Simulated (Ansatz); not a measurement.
A plane-wave DFT run in Ansatz 0.2.0 (scalar-relativistic PAW potentials unless the input names others): input and command.

```yaml
crystal:
  lattice:
    - [4.0232239849, 0.0, 0.0]
    - [0.0, 4.1874372087, 0.0]
    - [0.0, 0.0, 4.1053305968]
  atoms:
    - { symbol: Sc, position: [0.0, 0.0, 0.0] }
    - { symbol: Al, position: [0.5, 0.0, 0.5] }
    - { symbol: Al, position: [0.0, 0.5, 0.5] }
    - { symbol: Al, position: [0.5, 0.5, 0.0] }
basis:
  ecutwfc: 420
kpoints:
  mp_grid: { grid: [12, 12, 12] }
hamiltonian:
  xc: pbe
scf:
  occupations: { method: gaussian, width: 0.15 }
  initial_density: { chi_scale: 0.1 }
  lower_state_search: light
  convergence: { dr2_threshold: 1.0e-08 }
output:
  forces: true
  eigenvalues: true
  stress: true
```

```bash
ansatz run input.yaml --threads 1 --pin off --max-ram 2560MiB --backend cpu --events-out ev --progress --plain --runs-dir out
```

Abridged log:
```
Warning: output.stress: scf.convergence.dr2_threshold = 1e-8 eV is looser than the 4e-10 eV advised for a printed stress (1e-10 eV for each atom of the cell: 4). ...
Pseudopotentials: kind: paw
Pseudopotential: Sc, paw, valence charge 11, recommended cutoff 420 eV (normal)
Pseudopotential: Al, paw, valence charge 3, recommended cutoff 420 eV (normal)
Functional definition: PBE
Crystal: 4 atoms, lattice volume = 69.162 Å³
Basis set: ecut = 420 eV, 1341 PW (Γ), exchange–correlation on 54×60×60 points (8 copies of the dense FFT grid, shifted against one another)
Bands: 14, of which v1, the nominal top of the filled ones, is band 10 counted from 1 (9 counted from 0)
Symmetry: 8 space group operations
Space group: Pmmm (ITA 47), of the structure as read, at distance tolerance 4.1e-5 Å
k-points: 343 of 1728
Initial density: superposition of atomic densities (chi_scale 0.1, normalization cell, long waves kept (reshape's long-wave potential 0.00 eV rms))
Initial wavefunctions: pseudopotential atomic-orbital guess
Functional: x = pbe(κ = 0.804, μ = 0.21951497), c = pbe(β = 0.06672455)
SCF iter   1: F=—  HF=-3750.386080 eV  |F-HF|=—  |Δ(HF+E_count)|=         —  Δρ=2.58e-2  dr2=9.01e-1  ethr=3.10e-3  ⟨swp⟩=5.2  Hψ=26270  notcnv=0
SCF iter   2: F=—  HF=-3750.234648 eV  |F-HF|=—  |Δ(HF+E_count)|=   1.51e-1  Δρ=1.62e-2  dr2=2.85e-1  ethr=3.10e-3  ⟨swp⟩=2.0  Hψ=8744  notcnv=0  defer=7
SCF iter   3: F=—  HF=-3750.128172 eV  |F-HF|=—  |Δ(HF+E_count)|=   1.06e-1  Δρ=5.49e-3  dr2=3.44e-2  ethr=1.42e-3  ⟨swp⟩=3.0  Hψ=9142  notcnv=0  defer=7
SCF iter   4: F=—  HF=-3750.117707 eV  |F-HF|=—  |Δ(HF+E_count)|=   1.05e-2  Δρ=8.32e-4  dr2=4.98e-4  ethr=1.72e-4  ⟨swp⟩=2.1  Hψ=7696  notcnv=0  defer=8
SCF iter   5: F=—  HF=-3750.117620 eV  |F-HF|=—  |Δ(HF+E_count)|=   8.67e-5  Δρ=1.29e-4  dr2=1.06e-5  ethr=2.49e-6  ⟨swp⟩=2.1  Hψ=6448  notcnv=0  defer=8
SCF iter   6: F=—  HF=-3750.117717 eV  |F-HF|=—  |Δ(HF+E_count)|=   9.69e-5  Δρ=1.86e-5  dr2=1.93e-7  ethr=5.31e-8  ⟨swp⟩=2.3  Hψ=6512  notcnv=0  defer=8
SCF iter   7: F=—  HF=-3750.117717 eV  |F-HF|=—  |Δ(HF+E_count)|=   1.73e-7  Δρ=3.27e-6  dr2=6.51e-9  ethr=5.00e-11  ⟨swp⟩=5.2  Hψ=22170  notcnv=0
SCF iter   8: F=-3750.117717 eV  HF=-3750.117717 eV  |F-HF|=3.82e-11  |Δ(HF+E_count)|=  6.11e-10  Δρ=3.80e-7  dr2=1.21e-10  ethr=3.26e-11  ⟨swp⟩=2.0  Hψ=14552  notcnv=0
SCF 1 converged in 8 iterations: F = -3750.117717 eV  dr2 = 1.21e-10
SCF converged after 8 iterations
Free energy (F): -3750.117717 eV
Harris-Foulkes:  -3750.117717 eV  (|F-HF|=3.82e-11)
Internal energy: -3750.102337 eV  (E = F + TS)
E sigma→0 (E₀):  -3750.110027 eV
Entropy (-TS):   -0.015380 eV (-3.845 meV/atom)
Fermi energy:    9.121438 eV
--- Forces (eV/Å), atoms counted from 1 ---
  atom   1  Sc     0.00000000     0.00000000     0.00000000
  atom   2  Al     0.00000000     0.00000000     0.00000000
  atom   3  Al     0.00000000     0.00000000     0.00000000
  atom   4  Al     0.00000000     0.00000000     0.00000000
--- Stress (GPa, compression-positive) ---
        2.920037       0.000000       0.000000
        0.000000      -2.670406       0.000000
        0.000000       0.000000       0.237859
  P = ⅓ Tr σ = 0.1625 GPa (1.625 kbar)
```

Apart from outputs and empty bands, the input differs from a reference run on usual settings in scf.initial_density.chi_scale: not typed → 0.1; scf.lower_state_search: not typed → "light"; scf.convergence.dr2_threshold: not typed → 1e-08. The reference, at the same geometry (not necessarily relaxed), gave pressure 0.16 GPa, largest force 0.000 eV/Å, no gap on the mesh. This run converged in 8 SCF iterations (reference: 6) with an energy at zero smearing within 0.01 meV/atom of the reference's, pressure 0.16 GPa, largest force 0.000 eV/Å, no gap on the mesh.

The run took 20 s on 1 thread of Arm Neoverse V2, with other jobs on the host, peak memory 0.53 GiB.